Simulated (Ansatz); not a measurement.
# MgS (F-43m) in Ansatz: notebook

The runs below take MgS through relaxation of cell and atoms, with PBE, PBE+D3(BJ), PBE+D3(BJ)-ATM, PBE+D4.

Everything below comes from runs of Ansatz 0.2.0. Logs are shortened: lines on timing, memory, paths and dates and some standing lists are left out, and cuts for length are marked.

### Step 1. Starting point

Symmetry: F-43m, No. 216, cubic system. The conventional cell has a = 5.666 Å, b = 5.666 Å, c = 5.666 Å, α = 90.00°, β = 90.00°, γ = 90.00°. S (site symmetry -43m) is surrounded by 4 Mg at 2.45 Å. Mg (site symmetry -43m) has 4 S at 2.45 Å as nearest neighbours.

The cell comes from a database or a generator and needn't be the stable form of this composition.

### Step 2. Relaxation of cell and atoms, PBE

The input, input.yaml:

```yaml
crystal:
  lattice:
    - [0.0, 2.8331200468, 2.8331200468]
    - [2.8331200468, 0.0, 2.8331200468]
    - [2.8331200468, 2.8331200468, 0.0]
  atoms:
    - { symbol: S, position: [0.25, 0.25, 0.25] }
    - { symbol: Mg, position: [0.0, 0.0, 0.0] }
hamiltonian:
  xc: pbe
  pseudopotentials: { kind: paw }
kpoints:
  mp_grid: { grid: [8, 8, 8] }
scf:
  occupations: { method: fermi_dirac, width: 0.05 }
output:
  forces: true
  stress: true
  eigenvalues: true
relax:
  f_tol: 0.01
  max_steps: 40
  cell: { stress_tol: 0.05 }
```

Potentials or basis: Ansatz PAW.

Started as:

```sh
ansatz run input.yaml --threads 2 --pin off --max-ram 5632MiB --backend cpu --events-out ev --progress --plain --runs-dir out
```

Log:

```text
Warning: RAYON_NUM_THREADS=2 ignored (pool sized by the plan → 2); use --threads N
Engine: ansatz 0.2.0, x86_64-unknown-linux-gnu
Pseudopotentials: kind: paw
Pseudopotential: S, paw, valence charge 6, recommended cutoff 420 eV (normal), S.paw.azcp
Pseudopotential: Mg, paw, valence charge 10, recommended cutoff 420 eV (normal), Mg.paw.azcp
Functional definition: PBE
  parameter kappa = 0.804
  parameter beta = 0.06672455060314922
  exchange = pbe_x(kappa = kappa, mu = beta*pi^2/3)
  correlation = pbe_c(beta = beta)
Crystal: 2 atoms, lattice volume = 45.480 Å³
Basis set: ecut = 420 eV, 893 PW (Γ), exchange–correlation on 54×54×54 points (8 copies of the dense FFT grid, shifted against one another)
Bands: 12, of which v1, the nominal top of the filled ones, is band 8 counted from 1 (7 counted from 0)
Symmetry: 24 space group operations
Space group: F-43m (ITA 216), of the structure as read, at distance tolerance 3.6e-5 Å
k-points: 29 of 512 (time reversal used)
Non-local potential: S, projectors of the file, l = 0: 2, l = 1: 2, l = 2: 2
Non-local potential: Mg, projectors of the file, l = 0: 3, l = 1: 2, l = 2: 1
PAW form: soft (Blöchl's): semilocal exchange-correlation on the pseudo side does not see the compensation charge
PAW one-centre angular grid: S, 110 points (default); XC on 64 Gauss nodes
PAW one-centre angular grid: Mg, 110 points (default); XC on 64 Gauss nodes
Initial density: superposition of atomic densities (neutral atoms: chi_scale 0, normalization atom), corrected by the library's trained network
Initial wavefunctions: pseudopotential atomic-orbital guess
Functional: x = pbe(κ = 0.804, μ = 0.2195149727645171), c = pbe(β = 0.06672455060314922)
SCF iter   1: F=—  HF=-2828.718954 eV  |F-HF|=—  |Δ(HF+E_count)|=         —  Δρ=4.58e-4  dr2=7.36e-5  ethr=1.77e-3  ⟨swp⟩=6.7  Hψ=2158  notcnv=0
preconditioner: auto → none  [insulator: Δε(μ)=3.448 eV  Ē_g=11.127 eV  σ=0.050 eV  W_gap=1.00  n_scr=14 (ndim 8)  ℏωp=15.6 eV  f_vac=0.016  D(μ)=0.00/eV (n_scr^D=0)  ε∞_Penn≈3.0]
SCF iter   2: F=—  HF=-2828.718573 eV  |F-HF|=—  |Δ(HF+E_count)|=   3.81e-4  Δρ=2.25e-4  dr2=1.87e-5  ethr=4.60e-7  ⟨swp⟩=2.9  Hψ=875  notcnv=0
SCF iter   3: F=—  HF=-2828.718583 eV  |F-HF|=—  |Δ(HF+E_count)|=   1.01e-5  Δρ=1.03e-4  dr2=3.12e-6  ethr=1.17e-7  ⟨swp⟩=2.0  Hψ=451  notcnv=0
SCF iter   4: F=—  HF=-2828.718594 eV  |F-HF|=—  |Δ(HF+E_count)|=   1.15e-5  Δρ=4.50e-5  dr2=1.18e-6  ethr=1.95e-8  ⟨swp⟩=2.0  Hψ=464  notcnv=0
iter 5 did not close the SCF: its close was put off for the readings that it lacked (scf_convergence_deferred on its scf_iter line)
SCF iter   5: F=-2828.718596 eV  HF=-2828.718596 eV  |F-HF|=8.29e-8  |Δ(HF+E_count)|=   1.91e-6  Δρ=1.02e-5  dr2=4.20e-8  ethr=7.40e-9  ⟨swp⟩=2.0  Hψ=464  notcnv=0
SCF iter   6: F=-2828.718596 eV  HF=-2828.718596 eV  |F-HF|=2.47e-9  |Δ(HF+E_count)|=   1.02e-7  Δρ=4.65e-6  dr2=7.78e-9  ethr=2.62e-10  ⟨swp⟩=2.9  Hψ=1256  notcnv=0
SCF 1 converged in 6 iterations: F = -2828.718596 eV  dr2 = 7.78e-9
relax step   1: F+E_penalty+E_count = -2828.71859646 eV  Δ(F+E_penalty+E_count) = +0.000e0 eV  max|allowed force component| = 1.180e-16 eV/Å  Δτ_max = 0.0000 Å  P = +0.942 GPa  Ω = 45.480 Å³  (6 SCF iters, dr2 threshold 1.00e-7 eV, accepted)
Crystal: 2 atoms, lattice volume = 45.996 Å³
Initial density: handed on by an earlier stage of this run
Initial wavefunctions: those handed on with the density
iter 1 solved again at ethr=8.22e-7 eV; its pass at ethr=3.10e-3 eV (dr2=1.32e-4 eV) is discarded
SCF iter   1: F=—  HF=-2828.720569 eV  |F-HF|=—  |Δ(HF+E_count)|=         —  Δρ=3.91e-4  dr2=1.30e-4  ethr=8.22e-7  ⟨swp⟩=2.0  Hψ=2435  notcnv=0
preconditioner: auto → none  [insulator: Δε(μ)=3.401 eV  Ē_g=11.075 eV  σ=0.050 eV  W_gap=1.00  n_scr=14 (ndim 8)  ℏωp=15.5 eV  f_vac=0.025  D(μ)=0.00/eV (n_scr^D=0)  ε∞_Penn≈3.0]
SCF iter   2: F=—  HF=-2828.720560 eV  |F-HF|=—  |Δ(HF+E_count)|=   9.64e-6  Δρ=1.59e-4  dr2=1.73e-5  ethr=8.12e-7  ⟨swp⟩=2.9  Hψ=539  notcnv=0
SCF iter   3: F=—  HF=-2828.720559 eV  |F-HF|=—  |Δ(HF+E_count)|=   6.13e-7  Δρ=4.66e-5  dr2=1.53e-6  ethr=1.08e-7  ⟨swp⟩=2.3  Hψ=447  notcnv=0
SCF iter   4: F=-2828.720559 eV  HF=-2828.720559 eV  |F-HF|=6.35e-8  |Δ(HF+E_count)|=   2.27e-7  Δρ=1.34e-5  dr2=6.06e-8  ethr=1.25e-9  ⟨swp⟩=6.0  Hψ=1696  notcnv=0
SCF 2 converged in 4 iterations: F = -2828.720559 eV  dr2 = 6.06e-8
relax step   2: F+E_penalty+E_count = -2828.72055928 eV  Δ(F+E_penalty+E_count) = -1.963e-3 eV  max|allowed force component| = 6.418e-17 eV/Å  Δτ_max = 0.0000 Å  P = +0.291 GPa  Ω = 45.996 Å³  energy of the carried Pulay correction = -1.147e-5 eV  (4 SCF iters, dr2 threshold 2.00e-7 eV, accepted)
Crystal: 2 atoms, lattice volume = 46.230 Å³
iter 1 solved again at ethr=1.64e-7 eV; its pass at ethr=3.10e-3 eV (dr2=2.62e-5 eV) is discarded
SCF iter   1: F=—  HF=-2828.720753 eV  |F-HF|=—  |Δ(HF+E_count)|=         —  Δρ=1.73e-4  dr2=2.61e-5  ethr=1.64e-7  ⟨swp⟩=2.0  Hψ=2452  notcnv=0
preconditioner: auto → none  [insulator: Δε(μ)=3.375 eV  Ē_g=11.051 eV  σ=0.050 eV  W_gap=1.00  n_scr=14 (ndim 8)  ℏωp=15.4 eV  f_vac=0.025  D(μ)=0.00/eV (n_scr^D=0)  ε∞_Penn≈3.0]
SCF iter   2: F=—  HF=-2828.720771 eV  |F-HF|=—  |Δ(HF+E_count)|=   1.82e-5  Δρ=7.38e-5  dr2=3.72e-6  ethr=1.63e-7  ⟨swp⟩=2.8  Hψ=532  notcnv=0
SCF iter   3: F=—  HF=-2828.720772 eV  |F-HF|=—  |Δ(HF+E_count)|=   2.80e-7  Δρ=2.17e-5  dr2=3.44e-7  ethr=2.32e-8  ⟨swp⟩=2.3  Hψ=453  notcnv=0
SCF iter   4: F=-2828.720772 eV  HF=-2828.720772 eV  |F-HF|=1.53e-8  |Δ(HF+E_count)|=   6.57e-8  Δρ=6.34e-6  dr2=1.40e-8  ethr=1.25e-9  ⟨swp⟩=5.7  Hψ=1567  notcnv=0
SCF 3 converged in 4 iterations: F = -2828.720772 eV  dr2 = 1.40e-8
relax step   3: F+E_penalty+E_count = -2828.72077180 eV  Δ(F+E_penalty+E_count) = -2.125e-4 eV  max|allowed force component| = 7.980e-17 eV/Å  Δτ_max = 0.0000 Å  P = +0.007 GPa  Ω = 46.230 Å³  energy of the carried Pulay correction = -1.664e-5 eV  (4 SCF iters, dr2 threshold 2.00e-7 eV, accepted)
Initial wavefunctions: pseudopotential atomic-orbital guess (no wavefunctions were taken with the density)
iter 1 solved again at ethr=6.16e-6 eV; its pass at ethr=3.10e-3 eV (dr2=9.85e-4 eV) is discarded
SCF iter   1: F=—  HF=-2828.720743 eV  |F-HF|=—  |Δ(HF+E_count)|=         —  Δρ=3.39e-5  dr2=1.72e-8  ethr=6.16e-6  ⟨swp⟩=2.2  Hψ=2873  notcnv=0
eigensolver tolerance schedule: the retry pair's looser diagonalisation over-reported the residual by 57158.55 of it (diagonalisation noise at an unbounded share of the residual, at the tolerance the schedule requests for it); recorded, not acted on — ethr = c·dr2/N_el stays at c = 1.0e-1
preconditioner: auto → none  [insulator: Δε(μ)=3.374 eV  Ē_g=11.051 eV  σ=0.050 eV  W_gap=1.00  n_scr=14 (ndim 8)  ℏωp=15.4 eV  f_vac=0.024  D(μ)=0.00/eV (n_scr^D=0)  ε∞_Penn≈3.0]
SCF iter   2: F=—  HF=-2828.720783 eV  |F-HF|=—  |Δ(HF+E_count)|=   4.02e-5  Δρ=1.77e-5  dr2=1.27e-8  ethr=1.08e-10  ⟨swp⟩=3.7  Hψ=833  notcnv=0
SCF iter   3: F=—  HF=-2828.720787 eV  |F-HF|=—  |Δ(HF+E_count)|=   3.87e-6  Δρ=6.25e-6  dr2=2.26e-9  ethr=7.96e-11  ⟨swp⟩=2.0  Hψ=410  notcnv=0
SCF iter   4: F=—  HF=-2828.720788 eV  |F-HF|=—  |Δ(HF+E_count)|=   5.42e-7  Δρ=1.07e-6  dr2=8.14e-10  ethr=1.41e-11  ⟨swp⟩=2.0  Hψ=464  notcnv=0
SCF iter   5: F=-2828.720788 eV  HF=-2828.720788 eV  |F-HF|=6.13e-10  |Δ(HF+E_count)|=  7.02e-10  Δρ=2.12e-7  dr2=4.81e-12  ethr=1.00e-12  ⟨swp⟩=4.8  Hψ=1635  notcnv=0
SCF 4 converged in 5 iterations: F = -2828.720788 eV  dr2 = 4.81e-12
relax step   4: F+E_penalty+E_count = -2828.72078791 eV  Δ(F+E_penalty+E_count) = -1.610e-5 eV  max|allowed force component| = 8.847e-17 eV/Å  Δτ_max = 0.0000 Å  P = +0.008 GPa  Ω = 46.230 Å³  stress off target by 7.63e-3 GPa  SCF on the basis re-selected at this cell (its energy is not comparable with the rows above)  (5 SCF iters)
basis re-selected at this cell: Δ(F+E_penalty+E_count) = -1.610e-5 eV, ΔP = +0.000 GPa vs the last step (what re-selecting the basis moved, of the pressure what is left beyond the Pulay correction that the steps carried, after the strain that the cell walked since its last selection, with what the two solves' SCF thresholds leave and, on support functions, any second-order correction that the steps lacked; it is no measure of the basis error at this ecutwfc). This SCF's stress stands 7.63e-3 GPa from its target on what of the cell is left free (relax.cell.stress_tol is 5.00e-2 GPa) and its largest allowed force component is 8.85e-17 eV/Å (relax.f_tol is 1.00e-2 eV/Å): within both
SCF converged after 5 iterations
Free energy (F): -2828.720788 eV
Harris-Foulkes:  -2828.720788 eV  (|F-HF|=6.13e-10)
Internal energy: -2828.720788 eV  (E = F + TS)
E sigma→0 (E₀):  -2828.720788 eV
Fermi energy:    4.732501 eV
--- Per-component energies (eV) ---
  E_band       = -372.560798
  E_kinetic    = 183.699679
  E_local      = -1892.380490  (includes V_loc(G=0)·N_el)
  E_nonlocal   = 123.562267
  E_hartree    = 685.723951
  E_xc         = -126.914388
  E_vxc        = -125.856740  (∫ρ·V_xc dr)
  E_paw        = -892.801854  (= ΣΔE_a)
  E_vpaw       = -33.033454  (= ΣTr[D̂ρ^β])
  E_aug_tail   = -0.000001  (compensation charges beyond the density's cutoff)
  E_ewald      = -909.609953
  E_smearing   = -0.000000  (= −TS)
  E_closure    = 0.000000  (closes the sum)
  Σ components = -2828.720788   (vs F -2828.720788, Δ=0.00e0)
--- Forces (eV/Å), atoms counted from 1 ---
  atom   1  S     -0.00000000     0.00000000     0.00000000
  atom   2  Mg     0.00000000    -0.00000000    -0.00000000
  max |Σ_I F_I| component: 1.01e-16 eV/Å
--- Stress (GPa, compression-positive) ---
        0.007634      -0.000000      -0.000000
       -0.000000       0.007634       0.000000
       -0.000000       0.000000       0.007634
  P = ⅓ Tr σ = 0.0076 GPa (0.076 kbar)
--- Band table (eV; the first three rows and the last of 29) ---
  k-point 0: bands = ["-70.8500", "-37.6042", "-37.6042", "-37.6042", "-8.2278", "2.9780", "2.9780", "2.9780", "6.3517", "10.8648", "10.8648", "10.8648"]
  k-point 1: bands = ["-70.8499", "-37.6045", "-37.6043", "-37.6043", "-8.1430", "2.3100", "2.9262", "2.9262", "7.0062", "10.6716", "11.0382", "11.0382"]
  k-point 2: bands = ["-70.8499", "-37.6054", "-37.6044", "-37.6044", "-7.9242", "1.1643", "2.8090", "2.8090", "7.8656", "10.6852", "11.0812", "11.0812"]
  k-point 28: bands = ["-70.8499", "-37.6061", "-37.6055", "-37.6051", "-7.3503", "0.7228", "1.2006", "1.6939", "8.4976", "10.7713", "11.1298", "11.4386"]
--- Relaxed structure (3 steps of the walk, 3 accepted, 1 SCFs on fresh bases) ---
  F+E_penalty+E_count = -2828.72078791 eV   max|allowed force component| = 8.847e-17 eV/Å   (the final SCF, on the basis selected at the relaxed cell)
  cell:  # Å, volume = 46.2304 Å³
    - [2.1400562538161472e-33, 2.8486067126381935, 2.8486067126381935]
    - [2.8486067126381935, 1.9871950928292798e-33, 2.8486067126381935]
    - [2.8486067126381935, 2.8486067126381935, 7.388289447698605e-33]
  atoms:
    - { symbol: S, position: [0.25, 0.25, 0.25] }
    - { symbol: Mg, position: [-4.8151873367143484e-34, 4.022097657726104e-34, 1.0593412140771565e-33] }
```

It took 3.8 s on 2 threads of Intel Xeon Platinum 8375C at 2.90GHz (Ice Lake), shared host; peak memory 0.37 GiB.

Results:

```yaml
Free_energy: -2828.7208 eV
Relaxed_volume: 23.12 Å³/atom
Relaxed_cell: a = 4.029 Å, b = 4.029 Å, c = 4.029 Å, α = 60.00°, β = 60.00°, γ = 60.00°
Space_group_after_relaxing_to_0.05_Å: F-43m (No. 216)
Energy_gained_by_relaxing: 1.1 meV/atom
Ionic_steps: 4
Pressure_after_relaxing: 0.0 GPa
Band_gap_on_the_k_mesh: 3.37 eV, direct
```

The path:
| step | energy change (eV) | largest force (eV/Å) | volume (Å³) |
| --- | --- | --- | --- |
| 1 | 0.0000 | 0.0000 | 45.48 |
| 2 | -0.0020 | 0.0000 | 46.00 |
| 3 | -0.0022 | 0.0000 | 46.23 |
| 4 | -0.0022 | 0.0000 | 46.23 |

Final structure:
```
S Mg
1.0
     0.00000    2.84861    2.84861
     2.84861    0.00000    2.84861
     2.84861    2.84861    0.00000
S Mg
1 1
Direct
  0.25000 0.25000 0.25000
  0.00000 0.00000 0.00000
```

Levels at points of the mesh, in eV from the valence-band top:
```tsv
k point	band 6	band 7	band 8	band 9	band 10	band 11
(0.00, 0.00, 0.00)	0.00	0.00	0.00	3.37	7.89	7.89
(0.00, 0.00, -0.50)	-3.06	-0.32	-0.32	5.05	7.60	7.60
(0.00, -0.50, -0.50)	-2.75	-1.00	-1.00	3.90	5.62	10.99
```

Caveat: the plane-wave basis is chosen anew once the cell has moved, so the energies of steps on either side of that aren't comparable.

### Step 3. Relaxation of cell and atoms, PBE+D3(BJ)

input.yaml: that of step 2 with these lines changed.

```diff
@@ -11,2 +11,3 @@
   pseudopotentials: { kind: paw }
+  dispersion: d3bj
 kpoints:
```

Potentials or basis: Ansatz PAW.

Started as:

```sh
ansatz run input.yaml --threads 2 --pin off --max-ram 5632MiB --backend cpu --events-out ev --progress --plain --runs-dir out
```

Wall time 3.8 s (2 threads of Intel Xeon Platinum 8375C at 2.90GHz (Ice Lake), shared host); peak memory 0.37 GiB.

It converged, with:

* Free energy: -2829.2618 eV
* Relaxed volume: 22.26 Å³/atom
* Relaxed cell: a = 3.978 Å, b = 3.978 Å, c = 3.978 Å, α = 60.00°, β = 60.00°, γ = 60.00°
* Space group after relaxing (to 0.05 Å): F-43m (No. 216)
* Energy gained by relaxing: 1.8 meV/atom
* Ionic steps: 4
* Pressure after relaxing: 0.0 GPa
* Band gap on the k mesh: 3.56 eV, direct

Step by step:
```csv
step,energy change (eV),largest force (eV/Å),volume (Å³)
1,0.0000,0.0000,45.48
2,-0.0033,0.0000,44.83
3,-0.0036,0.0000,44.53
4,-0.0036,0.0000,44.53
```

Final structure:
```
S Mg
1.0
     0.00000    2.81317    2.81317
     2.81317    0.00000    2.81317
     2.81317    2.81317    0.00000
S Mg
1 1
Direct
  0.25000 0.25000 0.25000
  0.00000 0.00000 0.00000
```

Levels at points of the mesh, in eV from the valence-band top:
| k point | band 4 | band 5 | band 6 | band 7 | band 8 | band 9 | band 10 | band 11 | band 12 |
| --- | --- | --- | --- | --- | --- | --- | --- | --- | --- |
| (0.00, 0.00, 0.00) | -40.47 | -11.33 | 0.00 | 0.00 | 0.00 | 3.56 | 7.98 | 7.98 | 7.98 |
| (0.00, 0.00, -0.50) | -40.47 | -10.62 | -3.18 | -0.33 | -0.33 | 5.19 | 7.65 | 7.65 | 8.70 |
| (0.00, -0.50, -0.50) | -40.47 | -10.38 | -2.86 | -1.05 | -1.05 | 3.87 | 5.67 | 11.35 | 12.46 |

Caveat: the plane-wave basis is chosen anew once the cell has moved, so the energies of steps on either side of that aren't comparable. A k mesh can miss the band edges.

### Step 4. Relaxation of cell and atoms, PBE+D3(BJ)-ATM

input.yaml: that of step 3 with these lines changed.

```diff
@@ -11,3 +11,3 @@
   pseudopotentials: { kind: paw }
-  dispersion: d3bj
+  dispersion: d3bjatm
 kpoints:
@@ -20,2 +20,6 @@
   eigenvalues: true
+  write_density: true
+  write_potential: true
+  elf: true
+  volumetric_format: npy
 relax:
```

Started as:

```sh
ansatz run input.yaml --threads 2 --pin off --max-ram 5632MiB --backend cpu --events-out ev --progress --plain --runs-dir out
```

Wall time 4.2 s (2 threads of Intel Xeon Platinum 8375C at 2.90GHz (Ice Lake), shared host); peak memory 0.38 GiB.

The run converged. Its results:

```yaml
Free_energy: -2829.2361 eV
Relaxed_volume: 22.33 Å³/atom
Relaxed_cell: a = 3.983 Å, b = 3.983 Å, c = 3.983 Å, α = 60.00°, β = 60.00°, γ = 60.00°
Space_group_after_relaxing_to_0.05_Å: F-43m (No. 216)
Energy_gained_by_relaxing: 1.3 meV/atom
Ionic_steps: 4
Pressure_after_relaxing: 0.0 GPa
Band_gap_on_the_k_mesh: 3.54 eV, direct
```

The path:
```
step  energy change (eV)  largest force (eV/Å)  volume (Å³)
   1              0.0000                0.0000        45.48
   2             -0.0024                0.0000        44.92
   3             -0.0026                0.0000        44.67
   4             -0.0026                0.0000        44.67
```

Final structure:
```yaml
crystal:
  lattice:
    - [0.00000, 2.81617, 2.81617]
    - [2.81617, 0.00000, 2.81617]
    - [2.81617, 2.81617, 0.00000]
  atoms:
    - { symbol: S, position: [0.25000, 0.25000, 0.25000] }
    - { symbol: Mg, position: [0.00000, 0.00000, 0.00000] }
```

Levels at points of the mesh, in eV from the valence-band top:
| k point | band 5 | band 6 | band 7 | band 8 | band 9 | band 10 | band 11 | band 12 |
| --- | --- | --- | --- | --- | --- | --- | --- | --- |
| (0.00, 0.00, 0.00) | -11.32 | 0.00 | 0.00 | 0.00 | 3.54 | 7.97 | 7.97 | 7.97 |
| (0.00, 0.00, -0.50) | -10.61 | -3.17 | -0.33 | -0.33 | 5.18 | 7.65 | 7.65 | 8.68 |
| (0.00, -0.50, -0.50) | -10.38 | -2.85 | -1.04 | -1.04 | 3.87 | 5.67 | 11.31 | 12.44 |

Caveat: the plane-wave basis is chosen anew once the cell has moved, so the energies of steps on either side of that aren't comparable. Expect the measured gap to be larger: semilocal functionals such as PBE lack the derivative discontinuity.

### Step 5. Relaxation of cell and atoms, PBE+D4

input.yaml: that of step 4 with these lines changed.

```diff
@@ -11,3 +11,3 @@
   pseudopotentials: { kind: paw }
-  dispersion: d3bjatm
+  dispersion: d4
 kpoints:
```

Started as:

```sh
ansatz run input.yaml --threads 2 --pin off --max-ram 5632MiB --backend cpu --events-out ev --progress --plain --runs-dir out
```

Run time: 4 s. Hardware: 2 threads of Intel Xeon Platinum 8375C at 2.90GHz (Ice Lake), shared host; peak memory 0.38 GiB.

Results (log left out):

```yaml
Free_energy: -2829.1694 eV
Relaxed_volume: 22.39 Å³/atom
Relaxed_cell: a = 3.986 Å, b = 3.986 Å, c = 3.986 Å, α = 60.00°, β = 60.00°, γ = 60.00°
Space_group_after_relaxing_to_0.05_Å: F-43m (No. 216)
Energy_gained_by_relaxing: 1.0 meV/atom
Ionic_steps: 4
Pressure_after_relaxing: 0.0 GPa
Band_gap_on_the_k_mesh: 3.53 eV, direct
```

Step by step:
```csv
step,energy change (eV),largest force (eV/Å),volume (Å³)
1,0.0000,0.0000,45.48
2,-0.0018,0.0000,45.00
3,-0.0019,0.0000,44.78
4,-0.0019,0.0000,44.78
```

Final structure:
```yaml
crystal:
  lattice:
    - [0.00000, 2.81858, 2.81858]
    - [2.81858, 0.00000, 2.81858]
    - [2.81858, 2.81858, 0.00000]
  atoms:
    - { symbol: S, position: [0.25000, 0.25000, 0.25000] }
    - { symbol: Mg, position: [0.00000, 0.00000, 0.00000] }
```

Levels at points of the mesh, in eV from the valence-band top:
```
             k point  band 4  band 5  band 6  band 7  band 8  band 9  band 10  band 11  band 12
  (0.00, 0.00, 0.00)  -40.48  -11.31    0.00    0.00    0.00    3.53     7.97     7.97     7.97
 (0.00, 0.00, -0.50)  -40.48  -10.61   -3.16   -0.33   -0.33    5.17     7.64     7.64     8.67
(0.00, -0.50, -0.50)  -40.49  -10.38   -2.84   -1.04   -1.04    3.88     5.66    11.29    12.41
```

Caveat: the plane-wave basis is chosen anew once the cell has moved, so the energies of steps on either side of that aren't comparable. Expect the measured gap to be larger: semilocal functionals such as PBE lack the derivative discontinuity.

### Step 6. Summary

```csv
level,gap on the mesh (eV),pressure (GPa),relaxed volume (Å³/atom)
PBE,3.37,0.0,23.12
PBE+D3(BJ),3.56,0.0,22.26
PBE+D3(BJ)-ATM,3.54,0.0,22.33
PBE+D4,3.53,0.0,22.39
```

Alike in all rows: task relaxation of cell and atoms; potentials or basis Ansatz PAW; no spin polarisation; cell relaxed; k mesh 8 × 8 × 8; cutoff (eV) 420; smearing fermi-dirac 0.05 eV.

Caveats: the plane-wave basis is chosen anew once the cell has moved, so the energies of steps on either side of that aren't comparable.

Absolute energies hang on the potentials; compare differences alone.
